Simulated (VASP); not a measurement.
# Sb (I4/mmm) in VASP: notebook

One crystal, Sb, is run at these levels: r2SCAN; tasks: single point.

All numbers are computed with VASP 6.6.1; they aren't measurements. Logs are shortened: lines on timing, memory, paths and dates and some standing lists are left out, and cuts for length are marked.

## 1. The crystal as given

The structure is tetragonal, space group I4/mmm (No. 139). The conventional cell has a = 3.153 Å, b = 3.153 Å, c = 5.424 Å, α = 90.00°, β = 90.00°, γ = 90.00°. Around Sb (site symmetry 4/mmm) lie 12 Sb at 3.15 to 3.51 Å.

This isn't the form of Sb at room conditions, which is rhombohedral.

## 2. Single point, r2SCAN

Input file INCAR:

```
ADDGRID = False
ALGO = Normal
EDIFF = 1E-6
ENCUT = 200
ISIF = 2
ISMEAR = 0
LASPH = True
LCHARG = False
LMIXTAU = True
LREAL = False
LWAVE = False
METAGGA = R2SCAN
NBANDS = 8
NELM = 100
PREC = Accurate
SIGMA = 0.05
```

Input file KPOINTS:

```
k-points
0
Gamma
  4 4 4
```

Input file POSCAR:

```
Sb
1.0
   -1.5765401831      1.5765401831      2.7119384313
    1.5765401831     -1.5765401831      2.7119384313
    1.5765401831      1.5765401831     -2.7119384313
Sb
1
Direct
    0.0000000000      0.0000000000      0.0000000000
```

Potentials or basis: VASP PAW PBE potentials, release 64 (Sb).

Command:

```console
$ cat potpaw_PBE.64/Sb/POTCAR > POTCAR
$ mpirun -np 1 vasp_std > vasp.out
```

OUTCAR:

```text
EDIFF = 1E-6
   ENCUT = 200
   ISIF = 2
   ISMEAR = 0
   LASPH = True
   LREAL = False
   METAGGA = R2SCAN
   NELM = 100
   PREC = Accurate

 Found     13 irreducible k-points:

 Following reciprocal coordinates:
            Coordinates               Weight
  0.000000  0.000000  0.000000      1.000000
  0.250000  0.000000  0.000000      8.000000
  0.500000  0.000000  0.000000      4.000000
  0.250000  0.250000 -0.000000      8.000000
  0.500000  0.250000 -0.000000     16.000000
 -0.250000  0.250000  0.000000      4.000000
   k-points           NKPTS =     13   k-points in BZ     NKDIM =     13   number of bands    NBANDS=      8
   number of dos      NEDOS =    301   number of ions     NIONS =      1
   total plane-waves  NPLWV =   4096
   dimension x,y,z NGX =    16 NGY =   16 NGZ =   16
   dimension x,y,z NGXF=    32 NGYF=   32 NGZF=   32
   ions per type =               1
   NGX,Y,Z   is equivalent  to a cutoff of   7.58,  7.58,  7.58 a.u.
   NGXF,Y,Z  is equivalent  to a cutoff of  15.15, 15.15, 15.15 a.u.
 SYSTEM =  unknown system
   PREC   = accura    normal or accurate (medium, high low for compatibility)
   ISTART =      0    job   : 0-new  1-cont  2-samecut
   ICHARG =      2    charge: 1-file 2-atom 10-const
   ISPIN  =      1    spin polarized calculation?
   LNONCOLLINEAR =      F non collinear calculations
   LSORBIT =      F    spin-orbit coupling
   LASPH  =      T    aspherical Exc in radial PAW
   ENCUT  =  200.0 eV  14.70 Ry    3.83 a.u.   4.05  4.05  4.05*2*pi/ulx,y,z
   NELM   =    100;   NELMIN=  2; NELMDL= -5     # of ELM steps
   EDIFF  = 0.1E-05   stopping-criterion for ELM
   LREAL  =      F    real-space projection
   EDIFFG = 0.1E-04   stopping-criterion for IOM
   NSW    =      0    number of steps for IOM
   IBRION =     -1    ionic relax: 0-MD 1-quasi-New 2-CG
   NFREE  =      0    steps in history (QN), initial steepest desc. (CG)
   ISIF   =      2    stress and relaxation
   ISYM   =      2    0-nonsym 1-usesym 2-fastsym
   POTIM  = 0.5000    time-step for ionic-motion
   TEBEG  =    0.0;   TEEND  =   0.0 temperature during run
   PSTRESS=    0.0 pullay stress
   NELECT =       5.0000    total number of electrons
   NUPDOWN=      -1.0000    fix difference up-down
   EMIN   =  10.00;   EMAX   =-10.00  energy-range for DOS
   EFERMI =   0.00;   METHOD = LEGACY
   ISMEAR =     0;   SIGMA  =   0.05  broadening in eV -4-tet -1-fermi 0-gaus
   EFERMI_NEDOS =   21; number of points for ismear=-14 and -15
   IALGO  =     38    algorithm
   IMIX   =      4    mixing-type and parameters
     AMIX     =   0.40;   BMIX     =  1.00
     AMIX_MAG =   1.60;   BMIX_MAG =  1.00
  volume/ion in A,a.u.               =      26.96       181.95
  Fermi-wavevector in a.u.,A,eV,Ry     =   0.933573  1.764197 11.858269  0.871558
  Thomas-Fermi vector in A             =   2.060288
   LORBIT       =      0    0 simple, 1 ext, 2 COOP (PROOUT), +10 PAW based schemes
   METAGGA = R2SCAN    functional components
   LHFCALC =     F    Hartree Fock is set to
   AEXX    =    0.0000 exact exchange contribution
   IVDW    =     0    specifies the selected vdW correction
   LEPSILON=     F    determine dielectric tensor
   LRPA    =     F    only Hartree local field effects (RPA)
 non-spin polarized calculation
 Gauss-broadening in eV      SIGMA  =   0.05
  energy-cutoff  :      200.00
  volume of cell :       26.96
 maximum number of plane-waves:       190
   NGX =  7   NGY =  7   NGZ =  7

 number of electron       5.0000008 magnetization

 Free energy of the ion-electron system (eV)
  ---------------------------------------------------
  ext. energy  EPLUGINS =         0.00000000
  ---------------------------------------------------
  free energy    TOTEN  =       -25.23039705 eV

  energy without entropy =      -25.22563895  energy(sigma->0) =      -25.22801800

 E-fermi :   8.4871     XC(G=0): -10.8123

 val. band max:        7.8583613138   @ k =   0.2500   0.2500   0.2500
 cond. band min:       8.5184594479   @ k =   0.5000   0.2500  -0.0000
 fundamental gap:      0.6600981340
 Fermi energy:         8.4870940805

 k-point     1 :       0.0000    0.0000    0.0000
  band No.  band energies     occupation
      1      -5.1525      2.00000
      2      13.3249      0.00000
      3      14.1879      0.00000
      4      14.1879      0.00000
      5      18.1692      0.00000
      6      19.6807      0.00000
      7      19.7407      0.00000
      8      19.7409      0.00000

 k-point     2 :       0.2500    0.0000    0.0000
  band No.  band energies     occupation
      1      -3.8381      2.00000
      2       7.6866      2.00000
      3      11.5405      0.00000
      4      14.0496      0.00000
      5      16.1210      0.00000
      6      18.4536      0.00000
      7      21.1645      0.00000
      8      22.0457      0.00000

 k-point     3 :       0.5000    0.0000    0.0000
  band No.  band energies     occupation
      1      -1.0635      2.00000
      2       2.3122      2.00000
      3      10.2838      0.00000
      4      14.1311      0.00000
      5      14.9991      0.00000
      6      19.2079      0.00000
      7      19.7209      0.00000
      8      19.8372      0.00000

 k-point     4 :       0.2500    0.2500   -0.0000
  band No.  band energies     occupation
      1      -1.9539      2.00000
      2       6.7299      2.00000
      3       7.2658      2.00000
      4      10.3646      0.00000
      5      16.4035      0.00000
      6      19.2388      0.00000
      7      19.6107      0.00000
      8      22.9685      0.00000

 k-point     5 :       0.5000    0.2500   -0.0000
  band No.  band energies     occupation
      1      -0.3048      2.00000
      2       3.9579      2.00000
      3       8.5185      0.37500
      4       9.4156      0.00000
      5      14.3239      0.00000
      6      17.9820      0.00000
      7      19.5022      0.00000
      8      24.4874      0.00000

 k-point     6 :      -0.2500    0.2500    0.0000
  band No.  band energies     occupation
      1      -3.1649      2.00000
      2       9.5544      0.00000
      3       9.8763      0.00000
      4      10.8267      0.00000
      5      14.7643      0.00000
      6      16.4178      0.00000
      7      20.1447      0.00000
      8      21.3297      0.00000

 [... further k-points ...]

------------------------ aborting loop because EDIFF is reached ----------------------------------------

  FORCE on cell =-STRESS in cart. coord.  units (eV):
  Direction    XX          YY          ZZ          XY          YZ          ZX
  --------------------------------------------------------------------------------------
  -------------------------------------------------------------------------------------
  Total        0.4148956      0.4148956     -0.8674934      0.0000000      0.0000000      0.0000000
  in kB       24.6546892     24.6546892    -51.5497834      0.0000000      0.0000000      0.0000000
  external PRESSURE =      -0.7468017 kB  Pullay stress =       0.0000000 kB

 VOLUME and BASIS-vectors are now :
 -----------------------------------------------------------------------------
  energy-cutoff  :      200.00
  volume of cell :       26.96
      direct lattice vectors                 reciprocal lattice vectors
    -1.576540183  1.576540183  2.711938431     0.000000000  0.317150178  0.184369967
     1.576540183 -1.576540183  2.711938431     0.317150178  0.000000000  0.184369967
     1.576540183  1.576540183 -2.711938431     0.317150178  0.317150178  0.000000000

 POSITION                                       TOTAL-FORCE (eV/Angst)
 -----------------------------------------------------------------------------------
      0.00000      0.00000      0.00000         0.000000      0.000000      0.000000
 -----------------------------------------------------------------------------------
    total drift:                                0.000000     -0.000000     -0.000000

  FREE ENERGIE OF THE ION-ELECTRON SYSTEM (eV)
  ---------------------------------------------------
  free  energy   TOTEN  =       -25.2303970493 eV

  energy  without entropy=      -25.2256389457  energy(sigma->0) =      -25.22801800
```

OSZICAR:

```text
N       E                     dE             d eps       ncg     rms          rms(c)
DAV:   1    -0.207213929644E+02   -0.20721E+02   -0.11722E+03   208   0.207E+02
DAV:   2    -0.258077498252E+02   -0.50864E+01   -0.49910E+01   272   0.378E+01
DAV:   3    -0.258576147790E+02   -0.49865E-01   -0.49865E-01   216   0.388E+00
DAV:   4    -0.258577119937E+02   -0.97215E-04   -0.97215E-04   328   0.206E-01
DAV:   5    -0.258577120425E+02   -0.48849E-07   -0.47888E-07   232   0.317E-03    0.185E+00
DAV:   6    -0.251117463748E+02    0.74597E+00   -0.11156E-01   224   0.212E+00    0.122E+00
DAV:   7    -0.253508320414E+02   -0.23909E+00   -0.91746E-02   216   0.200E+00    0.129E-01
DAV:   8    -0.252300724539E+02    0.12076E+00   -0.48667E-02   224   0.147E+00    0.725E-02
DAV:   9    -0.252288421250E+02    0.12303E-02   -0.42894E-04   296   0.140E-01    0.832E-02
DAV:  10    -0.252294352784E+02   -0.59315E-03   -0.15373E-03   240   0.249E-01    0.505E-02
DAV:  11    -0.252288266467E+02    0.60863E-03   -0.48961E-04   232   0.147E-01    0.598E-02
DAV:  12    -0.252298952176E+02   -0.10686E-02   -0.17112E-04   216   0.777E-02    0.438E-02
DAV:  13    -0.252301814705E+02   -0.28625E-03   -0.61133E-05   280   0.561E-02    0.328E-02
DAV:  14    -0.252303721744E+02   -0.19070E-03   -0.26197E-04   216   0.107E-01    0.375E-03
DAV:  15    -0.252303967723E+02   -0.24598E-04   -0.83181E-06   272   0.190E-02    0.416E-03
DAV:  16    -0.252303970493E+02   -0.27704E-06   -0.92923E-08   168   0.230E-03
   1 F= -.25230397E+02 E0= -.25228018E+02  d E =-.475810E-02
```

Run time: 4.9 s. Hardware: 1 thread of Intel Xeon Platinum 8375C at 2.90GHz (Ice Lake), shared host; peak memory 0.11 GiB.

These settings aren't checked as converged: the numbers below hold their error.

What came out:

| Quantity | Value |
| --- | --- |
| Free energy | -25.2304 eV |
| Pressure | -0.1 GPa |
| Band gap on the k mesh | none (metal or under the smearing width) |

Caveat: the k mesh is coarse (spacing up to 0.70 Å⁻¹), so the values aren't converged; the cutoff is under 1.25 times the usual one of these potentials, so pressure, stress and relaxed cells hold a basis-set (Pulay) error; the PAW data sets were made with another functional, which shifts forces and pressure a little.

## 3. Single point, r2SCAN

INCAR is that of step 2.

KPOINTS is that of step 2.

Input file POSCAR:

```
Sb
1.0
   -1.5638750000      1.6131910000      2.7402030000
    1.6104090000     -1.5604430000      2.7365900000
    1.5281950000      1.5247630000     -2.7095380000
Sb
1
Direct
    0.0004760000      0.0218010000      0.0165680000
```

Potentials or basis: VASP PAW PBE potentials, release 64 (Sb).

Command:

```console
$ cat potpaw_PBE.64/Sb/POTCAR > POTCAR
$ mpirun -np 1 vasp_std > vasp.out
```

Wall time 6.6 s (1 thread of Intel Xeon Platinum 8375C at 2.90GHz (Ice Lake), shared host); peak memory 0.11 GiB.

The run converged, but some of its settings lie outside the range that counts as converged, so its numbers aren't taken as properties of the crystal.

Results:

* Free energy: -25.2252 eV
* Pressure: 0.1 GPa
* Band gap on the k mesh: none (metal or under the smearing width)

Caveat: the k mesh is coarse (spacing up to 0.72 Å⁻¹), so the values aren't converged; the cutoff is under 1.25 times the usual one of these potentials, so pressure, stress and relaxed cells hold a basis-set (Pulay) error; the PAW data sets were made with another functional, which shifts forces and pressure a little.

## 4. Single point, r2SCAN

INCAR, as its differences from that of step 3:

```diff
@@ -3,3 +3,3 @@
 EDIFF = 1E-6
-ENCUT = 200
+ENCUT = 400
 ISIF = 2
```

Input file KPOINTS:

```
k-points
0
Gamma
  3 3 3
```

Input file POSCAR:

```
Sb
1.0
   -1.5765401831      1.5765401831      2.7119384313
    1.5765401831     -1.5765401831      2.7119384313
    1.5765401831      1.5765401831     -2.7119384313
Sb
1
Direct
    0.0000000000      0.0000000000      0.0000000000
```

Command:

```console
$ cat potpaw_PBE.64/Sb/POTCAR > POTCAR
$ mpirun -np 1 vasp_std > vasp.out
```

Run time: 6.8 s. Hardware: 1 thread of Intel Xeon Platinum 8375C at 2.90GHz (Ice Lake), shared host; peak memory 0.14 GiB.

These settings aren't checked as converged: the numbers below hold their error.

What came out:

| Property | Result |
| --- | --- |
| Free energy | -25.8197 eV |
| Pressure | 2.8 GPa |
| Band gap on the k mesh | none (metal or under the smearing width) |

Caveat: the k mesh is coarse (spacing up to 0.94 Å⁻¹), so the values aren't converged; the PAW data sets were made with another functional, which shifts forces and pressure a little.

## 5. Single point, r2SCAN

INCAR is that of step 4.

KPOINTS is that of step 4.

Input file POSCAR:

```
Sb
1.0
   -1.5638750000      1.6131910000      2.7402030000
    1.6104090000     -1.5604430000      2.7365900000
    1.5281950000      1.5247630000     -2.7095380000
Sb
1
Direct
    0.0004760000      0.0218010000      0.0165680000
```

Potentials or basis: VASP PAW PBE potentials, release 64 (Sb).

Command:

```console
$ cat potpaw_PBE.64/Sb/POTCAR > POTCAR
$ mpirun -np 1 vasp_std > vasp.out
```

OUTCAR:

```text
EDIFF = 1E-6
   ENCUT = 400
   ISIF = 2
   ISMEAR = 0
   LASPH = True
   LREAL = False
   METAGGA = R2SCAN
   NELM = 100
   PREC = Accurate

 Found     14 irreducible k-points:

 Following reciprocal coordinates:
            Coordinates               Weight
  0.000000  0.000000  0.000000      1.000000
  0.333333 -0.000000  0.000000      2.000000
  0.000000  0.333333  0.000000      2.000000
  0.333333  0.333333  0.000000      2.000000
 -0.333333  0.333333 -0.000000      2.000000
  0.000000  0.000000  0.333333      2.000000
[... 141 lines left out ...]

------------------------ aborting loop because EDIFF is reached ----------------------------------------

  FORCE on cell =-STRESS in cart. coord.  units (eV):
  Direction    XX          YY          ZZ          XY          YZ          ZX
  --------------------------------------------------------------------------------------
  -------------------------------------------------------------------------------------
  Total        1.9153104      1.9272649     -2.1470446     -0.3896516     -0.0202514     -0.0586168
  in kB      113.8151236    114.5255073   -127.5856613    -23.1545999     -1.2034184     -3.4832386
  external PRESSURE =      33.5849899 kB  Pullay stress =       0.0000000 kB

 VOLUME and BASIS-vectors are now :
 -----------------------------------------------------------------------------
  energy-cutoff  :      400.00
  volume of cell :       26.96
      direct lattice vectors                 reciprocal lattice vectors
    -1.563875000  1.613191000  2.740203000     0.002055809  0.316948054  0.179518554
     1.610409000 -1.560443000  2.736590000     0.317083613  0.001847581  0.179876686
     1.528195000  1.524763000 -2.709538000     0.322328449  0.322401118 -0.005843793

 POSITION                                       TOTAL-FORCE (eV/Angst)
 -----------------------------------------------------------------------------------
      0.05968     -0.00799      0.01607         0.000000      0.000000      0.000000
 -----------------------------------------------------------------------------------
    total drift:                               -0.000000     -0.000000      0.000001

  FREE ENERGIE OF THE ION-ELECTRON SYSTEM (eV)
  ---------------------------------------------------
  free  energy   TOTEN  =       -25.7899248002 eV

  energy  without entropy=      -25.7882600420  energy(sigma->0) =      -25.78909242
```

OSZICAR:

```text
N       E                     dE             d eps       ncg     rms          rms(c)
DAV:   1    -0.191941797951E+02   -0.19194E+02   -0.14419E+03   224   0.319E+02
DAV:   2    -0.263535366941E+02   -0.71594E+01   -0.70658E+01   312   0.481E+01
DAV:   3    -0.264217424004E+02   -0.68206E-01   -0.68206E-01   264   0.524E+00
DAV:   4    -0.264219491128E+02   -0.20671E-03   -0.20671E-03   320   0.354E-01
DAV:   5    -0.264219497828E+02   -0.66998E-06   -0.67071E-06   264   0.152E-02    0.163E+00
DAV:   6    -0.256766076005E+02    0.74534E+00   -0.99345E-02   232   0.240E+00    0.107E+00
DAV:   7    -0.260471233517E+02   -0.37052E+00   -0.97431E-02   232   0.226E+00    0.824E-02
DAV:   8    -0.257885358520E+02    0.25859E+00   -0.60509E-02   280   0.183E+00    0.111E-01
DAV:   9    -0.257763160507E+02    0.12220E-01   -0.19442E-03   232   0.317E-01    0.154E-01
DAV:  10    -0.257851358822E+02   -0.88198E-02   -0.15445E-03   224   0.269E-01    0.950E-02
DAV:  11    -0.257891683271E+02   -0.40324E-02   -0.18599E-03   240   0.389E-01    0.629E-02
DAV:  12    -0.257896822831E+02   -0.51396E-03   -0.19752E-04   240   0.107E-01    0.387E-02
DAV:  13    -0.257898332169E+02   -0.15093E-03   -0.70419E-05   240   0.708E-02    0.153E-02
DAV:  14    -0.257899081670E+02   -0.74950E-04   -0.88076E-05   264   0.820E-02    0.619E-03
DAV:  15    -0.257899246394E+02   -0.16472E-04   -0.72653E-06   232   0.246E-02    0.251E-03
DAV:  16    -0.257899248002E+02   -0.16084E-06   -0.17029E-07   176   0.375E-03
   1 F= -.25789925E+02 E0= -.25789092E+02  d E =-.166476E-02
```

Run time: 9.1 s. Hardware: 1 thread of Intel Xeon Platinum 8375C at 2.90GHz (Ice Lake), shared host; peak memory 0.13 GiB.

The run converged, but some of its settings lie outside the range that counts as converged, so its numbers aren't taken as properties of the crystal.

Results:

| Property | Result |
| --- | --- |
| Free energy | -25.7899 eV |
| Pressure | 3.4 GPa |
| Band gap on the k mesh | none (metal or under the smearing width) |

Caveat: the k mesh is coarse (spacing up to 0.95 Å⁻¹), so the values aren't converged; the PAW data sets were made with another functional, which shifts forces and pressure a little.

## 6. For comparison

An earlier run on the cell as given: functional PBEsol; potentials or basis VASP PAW PBE potentials, release 64 (Sb); cutoff 520 eV; k mesh 12 × 12 × 12; occupations fermi-dirac, width 0.05 eV; no spin polarisation.

* Pressure: -1.3 GPa
* Band gap on the k mesh: none (metal or under the smearing width)
